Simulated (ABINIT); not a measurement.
# Cu (Cmcm) in ABINIT: band structure with PBEsol

Aim: the band structure of Cu with PBEsol.

Program: ABINIT 10.8.3 (patched build). These are calculated values, not measurements. Logs are shortened: lines on timing, memory, paths and dates and some standing lists are left out, and cuts for length are marked. The log counts tension as positive stress, the text compression.

## Step 1: The structure

Symmetry: Cmcm, No. 63, orthorhombic system. Conventional cell: a = 2.437 Å, b = 7.953 Å, c = 2.475 Å, α = 90.00°, β = 90.00°, γ = 90.00°. Around Cu (site symmetry m2m) lie 10 Cu at 2.44 to 2.54 Å.

This isn't the form of Cu at room conditions, which is fcc.

## Step 2: Band structure, PBEsol

The input, run.abi:

```
ndtset 2

pp_dirpath "./"
pseudos "Cu.GGA_PBE-JTH.xml"

acell 7.8591335051 7.8591335051 4.6780085622
rprim
     0.2929792025    -0.9561188142     0.0000000000
     0.2929792025     0.9561188142     0.0000000000
     0.0000000000     0.0000000000     1.0000000000
ntypat 1
znucl 29
natom 2
typat 1 1
xcart
     2.3025626669    -5.5024463330     3.5085064216
     2.3025626669     5.5024463330     1.1695021405
chkprim 0
chksymtnons 0
tolsym 1.0e-6

ecut 26.0
pawecutdg 48.0
pawxcdev 0

ixc -116133

occopt 3
tsmear 0.05 eV

nstep 100

iomode 3
prtwf 0
prteig 0
prtebands 0
enunit 1
prtden1 1

kptopt1 1
ngkpt1 11 11 11
nshiftk1 1
shiftk1 0.0 0.0 0.0
nband1 23
tolvrs1 1.0e-9

iscf2 -2
getden2 1
nband2 29
nbdbuf2 4
tolwfr2 1.0e-11
kptopt2 -11
ndivsm2 8
prteig2 1
kptbounds2
     0.0000000000     0.0000000000     0.0000000000
     0.2734741495     0.2734741495     0.0000000000
     0.0000000000     0.5000000000     0.0000000000
     0.0000000000     0.5000000000     0.5000000000
     0.2734741495     0.2734741495     0.5000000000
     0.0000000000     0.0000000000     0.5000000000
     0.0000000000     0.0000000000     0.0000000000
    -0.5000000000     0.5000000000     0.0000000000
    -0.2734741495     0.7265258505     0.0000000000
    -0.2734741495     0.7265258505     0.5000000000
    -0.5000000000     0.5000000000     0.5000000000
    -0.5000000000     0.5000000000     0.0000000000
```

Potentials or basis: JTH PAW PBE v2.0.

The run is started by

```
> abinit run.abi > log 2>&1
```

run.abo:

```text
.Version 10.8.3 of ABINIT
 DATASET    1 : space group Cm c m (# 63); Bravais oC (1-face-center ortho.)
================================================================================
 Values of the parameters that define the memory need for DATASET  1.
     intxc =       0    ionmov =       0      iscf =      17    lmnmax =      18
     lnmax =       6     mgfft =      40  mpssoang =       3    mqgrid =    3001
     natom =       2  nloc_mem =       2    nspden =       1   nspinor =       1
    nsppol =       1      nsym =       8    n1xccc =       1    ntypat =       1
    occopt =       3   xclevel =       2
       mpw =        1041          nfft =       38400          nkpt =         216
 PAW method is used; the additional fine FFT grid is defined by:
   mgfftf=        50    nfftf =     75000
================================================================================
================================================================================

 DATASET    2 : space group Cm c m (# 63); Bravais oC (1-face-center ortho.)
================================================================================
 Values of the parameters that define the memory need for DATASET  2.
     intxc =       0    ionmov =       0      iscf =      -2    lmnmax =      18
     lnmax =       6     mgfft =      40  mpssoang =       3    mqgrid =    3001
     natom =       2  nloc_mem =       2    nspden =       1   nspinor =       1
    nsppol =       1      nsym =       8    n1xccc =       1    ntypat =       1
    occopt =       3   xclevel =       2
       mpw =        1048          nfft =       38400          nkpt =         232
 PAW method is used; the additional fine FFT grid is defined by:
   mgfftf=        50    nfftf =     75000
================================================================================
================================================================================

--------------------------------------------------------------------------------
------------- Echo of variables that govern the present computation ------------
--------------------------------------------------------------------------------
 -outvars: echo values of preprocessed input variables --------
            acell      7.8591335051E+00  7.8591335051E+00  4.6780085622E+00 Bohr
              amu      6.35460000E+01
          chkprim           0
      chksymtnons           0
             ecut      2.60000000E+01 Hartree
           enunit           1
           getden1          0
           getden2          1
             iscf1         17
             iscf2         -2
                       outvar_i_n : Printing only first  50 k-points.
              ixc     -116133
           jdtset        1    2
                       outvar_i_n : Printing only first  50 k-points.
           kptopt1          1
           kptopt2        -11
         kptrlatt       11    0    0      0   11    0      0    0   11
          kptrlen1     5.06563787E+01
          kptrlen2     3.00000000E+01
            natom           2
            nband1         23
            nband2         29
           nbdbuf1          0
           nbdbuf2          4
           ndtset           2
           ndivsm1          0
           ndivsm2          8
            ngfft          40      40      24
          ngfftdg          50      50      30
             nkpt1        216
             nkpt2        232
            nstep         100
             nsym           8
           ntypat           1
                       prtocc : prtvol=0, do not print more k-points.
           occopt           3
        pawecutdg      4.80000000E+01 Hartree
         pawxcdev           0
        prtebands           0
           prteig1          0
           prteig2          1
            prtwf           0
            rprim      2.9297920250E-01 -9.5611881420E-01  0.0000000000E+00
                       2.9297920250E-01  9.5611881420E-01  0.0000000000E+00
                       0.0000000000E+00  0.0000000000E+00  1.0000000000E+00
           shiftk1     0.00000000E+00  0.00000000E+00  0.00000000E+00
[... 258 lines left out ...]
 Non-SCF case, kpt    1 (  0.00000  0.00000  0.00000), residuals and eigenvalues=
  2.88E-12  2.98E-12  2.20E-12  3.19E-12  7.77E-12  2.75E-12  3.12E-12  6.33E-12
  1.89E-12  2.56E-12  1.37E-12  2.17E-12  7.05E-12  5.53E-12  1.06E-12  2.00E-12
  2.90E-12  1.76E-12  4.98E-12  2.58E-12  1.03E-12  7.70E-12  5.54E-12  2.08E-12
  4.41E-12  2.12E-10  3.01E-10  6.93E-08  1.10E-05
 -3.8791E+00 -3.8784E+00 -2.3204E+00 -2.3171E+00 -2.3159E+00 -2.3157E+00
 -2.3153E+00 -2.3148E+00 -9.4869E-02  6.4985E-02  9.3378E-02  1.1116E-01
  1.3737E-01  1.4712E-01  1.6302E-01  1.7448E-01  1.8180E-01  1.8697E-01
  1.9599E-01  2.4226E-01  4.2352E-01  7.8837E-01  9.2266E-01  9.5476E-01
  9.6595E-01  1.0400E+00  1.0758E+00  1.1220E+00  1.1655E+00
 Non-SCF case, kpt    2 (  0.01013  0.01013  0.00000), residuals and eigenvalues=
[... 2295 lines left out ...]
 -2.3156E+00 -2.3146E+00 -2.0807E-02  3.9548E-03  8.7465E-02  1.1366E-01
  1.2065E-01  1.4813E-01  1.5284E-01  1.6409E-01  1.6536E-01  1.7831E-01
  1.9033E-01  1.9291E-01  7.4723E-01  8.0841E-01  8.1923E-01  8.8597E-01
  9.1637E-01  9.8108E-01  1.0305E+00  1.0835E+00  1.1605E+00
 Non-SCF case, kpt  232 ( -0.50000  0.50000  0.00000), residuals and eigenvalues=
  7.35E-12  2.38E-12  3.39E-12  4.40E-12  3.80E-12  4.45E-12  6.73E-12  9.54E-12
  2.26E-12  5.61E-12  1.51E-12  1.12E-12  4.02E-12  1.27E-12  1.59E-12  1.11E-12
  8.67E-12  3.82E-12  3.21E-12  2.09E-12  3.98E-12  2.35E-12  6.27E-12  2.74E-12
  9.48E-12  4.20E-11  2.29E-10  2.58E-06  2.68E-04
 -3.8788E+00 -3.8787E+00 -2.3182E+00 -2.3181E+00 -2.3165E+00 -2.3163E+00
 -2.3156E+00 -2.3146E+00 -2.1148E-02  3.6259E-03  8.7355E-02  1.1361E-01
  1.2083E-01  1.4808E-01  1.5356E-01  1.6384E-01  1.6463E-01  1.7840E-01
  1.9044E-01  1.9293E-01  7.4688E-01  8.0829E-01  8.1870E-01  8.9390E-01
  9.2680E-01  9.7599E-01  1.0196E+00  1.0805E+00  1.1586E+00

--- !ResultsGS
iteration_state: {dtset: 2, }
comment   : Summary of ground state results
lattice_vectors:
- [  2.3025627,  -7.5142654,   0.0000000, ]
- [  2.3025627,   7.5142654,   0.0000000, ]
- [  0.0000000,   0.0000000,   4.6780086, ]
lattice_lengths: [   7.85913,    7.85913,    4.67801, ]
lattice_angles: [ 90.000,  90.000, 145.927, ] # degrees, (23, 13, 12)
lattice_volume:   1.6187844E+02
convergence: {deltae:  0.000E+00, res2:  0.000E+00, residm:  9.993E-12, diffor:  0.000E+00, }
etotal    :  -3.95692158E+02
entropy   :   0.00000000E+00
fermie    :   2.47499048E-01
cartesian_stress_tensor: null
pressure_GPa: null
xred      :
- [  8.6613E-01,   1.3387E-01,   7.5000E-01, Cu]
- [  1.3387E-01,   8.6613E-01,   2.5000E-01, Cu]
cartesian_forces: null
force_length_stats: {min: null, max: null, mean: null, }
...

 Integrated electronic density in atomic spheres:
 ------------------------------------------------
 Atom  Sphere_radius  Integrated_density
    1        2.00090         17.38181629
    2        2.00090         17.38181629

================================================================================

 ----iterations are completed or convergence reached----

 Mean square residual over all n,k,spin=   44.277E-13; max=  99.929E-13
 reduced coordinates (array xred) for    2 atoms
       0.866133350058      0.133866650044      0.749999999989
       0.133866650044      0.866133350058      0.249999999989

 cartesian coordinates (angstrom) at end:
    1      1.21846368917290    -2.91176920166500     1.85662164135800
    2      1.21846368917290     2.91176920166500     0.61887388043503
 length scales=  7.859133505100  7.859133505100  4.678008562200 bohr
              =  4.158874345522  4.158874345522  2.475495521846 angstroms
 Eigenvalues (   eV  ) for nkpt= 232  k points:
 kpt#   1, nband= 29, wtk=  1.00000, kpt=  0.0000  0.0000  0.0000 (reduced coord)
-105.55601 -105.53733  -63.14216  -63.05148  -63.01796  -63.01410  -63.00306  -62.98946
  -2.58151    1.76834    2.54096    3.02481    3.73806    4.00331    4.43593    4.74783
   4.94691    5.08766    5.33329    6.59215   11.52448   21.45278   25.10687   25.98037
  26.28489   28.30118   29.27430   30.53229   31.71597
 kpt#   2, nband= 29, wtk=  1.00000, kpt=  0.0101  0.0101  0.0000 (reduced coord)
-105.55596 -105.53730  -63.14208  -63.05143  -63.01813  -63.01409  -63.00329  -62.98987
  -2.57066    1.77326    2.54577    3.02868    3.73910    4.00327    4.43321    4.72202
   4.94338    5.08413    5.33372    6.62747   11.52817   21.46792   24.83507   25.65675
  26.41235   28.63848   29.40585   30.57028   31.73157
 kpt#   3, nband= 29, wtk=  1.00000, kpt=  0.0203  0.0203  0.0000 (reduced coord)
-105.55582 -105.53723  -63.14182  -63.05127  -63.01866  -63.01406  -63.00396  -62.99108
  -2.53813    1.78785    2.56020    3.04020    3.74223    4.00308    4.42516    4.65017
   4.93293    5.07363    5.33491    6.72792   11.53923   21.51327   24.24267   24.96659
  26.60849   29.36926   29.73367   30.71357   31.77854
 kpt#   4, nband= 29, wtk=  1.00000, kpt=  0.0304  0.0304  0.0000 (reduced coord)
-105.55558 -105.53709  -63.14140  -63.05100  -63.01961  -63.01402  -63.00498  -62.99308
[... 1129 lines left out ...]
-105.54784 -105.54528  -63.08176  -63.07988  -63.03601  -63.03083  -63.00960  -62.98272
  -0.53842    0.13436    2.38901    3.09740    3.26866    4.03514    4.11095    4.48552
   4.54875    4.84467    5.16968    5.24755   20.36184   22.00461   22.33545   23.59561
  24.30359   26.97847   28.70902   29.72240   31.67717
 kpt# 231, nband= 29, wtk=  1.00000, kpt= -0.5000  0.5000  0.0200 (reduced coord)
-105.54793 -105.54535  -63.08133  -63.07947  -63.03558  -63.03034  -63.00975  -62.98272
  -0.56618    0.10762    2.38004    3.09290    3.28304    4.03095    4.15896    4.46521
   4.49976    4.85206    5.17910    5.24938   20.33315   21.99793   22.29229   24.10861
  24.93583   26.69656   28.04003   29.48241   31.57793
 kpt# 232, nband= 29, wtk=  1.00000, kpt= -0.5000  0.5000  0.0000 (reduced coord)
-105.54797 -105.54538  -63.08118  -63.07933  -63.03543  -63.03017  -63.00981  -62.98271
  -0.57546    0.09866    2.37705    3.09140    3.28800    4.02955    4.17857    4.45830
   4.47983    4.85454    5.18227    5.24998   20.32358   21.99475   22.27788   24.32429
  25.21951   26.55813   27.74398   29.40099   31.52846

== END DATASET(S) ==============================================================
================================================================================

 -outvars: echo values of variables after computation  --------
            acell      7.8591335051E+00  7.8591335051E+00  4.6780085622E+00 Bohr
           etotal1    -3.9569215760E+02
            fcart1     1.1156942035E-20  6.3453148634E-05  0.0000000000E+00
                      -1.1156942035E-20 -6.3453148634E-05  0.0000000000E+00
            rprim      2.9297920250E-01 -9.5611881420E-01  0.0000000000E+00
                       2.9297920250E-01  9.5611881420E-01  0.0000000000E+00
                       0.0000000000E+00  0.0000000000E+00  1.0000000000E+00
           strten1     3.0615111625E-05  5.9384650996E-05  2.7407620136E-05
                       0.0000000000E+00  0.0000000000E+00  0.0000000000E+00
           xangst      1.2184636892E+00 -2.9117692017E+00  1.8566216414E+00
                       1.2184636892E+00  2.9117692017E+00  6.1887388044E-01
             xred      8.6613335006E-01  1.3386665004E-01  7.4999999999E-01
                       1.3386665004E-01  8.6613335006E-01  2.4999999999E-01
 Calculation completed.
```

It took 11 min on 1 thread of Arm Neoverse N1, shared host; peak memory 0.25 GiB.

What came out:

- Free energy: -10767.3321 eV
- Pressure: -1.2 GPa
- Largest force: 0.003 eV/Å
- Band gap on the k mesh: none (metal or under the smearing width)
- Valence electrons inside the program's atomic spheres: Cu 17.38 (radii [1.0588] Å)

Forces on the atoms (eV/Å):
```
Cu   0.000  0.003  0.000
Cu   0.000 -0.003  0.000
```

Stress tensor (GPa, compression positive):
```
-0.90  0.00  0.00
 0.00 -1.75  0.00
 0.00  0.00 -0.81
```

Levels at the corners of the path, in eV from the Fermi level:
```tsv
point	band 17	band 18	band 19	band 20	band 21	band 22
Γ	-1.79	-1.65	-1.40	-0.14	4.79	14.72
X	-1.63	-1.43	-0.77	0.39	1.81	10.17
S	-2.08	-1.62	-0.47	1.27	2.47	6.86
R	-1.23	-1.23	3.64	3.64	7.44	7.44
A	-1.29	-1.29	3.94	3.94	6.57	6.57
Z	-1.67	-1.67	-0.01	-0.01	8.15	8.15
Γ	-1.79	-1.65	-1.40	-0.14	4.79	14.72
Y	-2.25	-1.88	-1.55	-1.48	13.59	15.26
X1	-1.63	-1.43	-0.77	0.39	1.81	10.17
A1	-1.29	-1.29	3.94	3.94	6.57	6.57
T	-1.52	-1.52	-1.03	-1.03	3.69	3.69
Y	-2.25	-1.88	-1.55	-1.48	13.59	15.26
```

Caveat: the PAW data sets were made with another functional, which shifts forces and pressure a little.
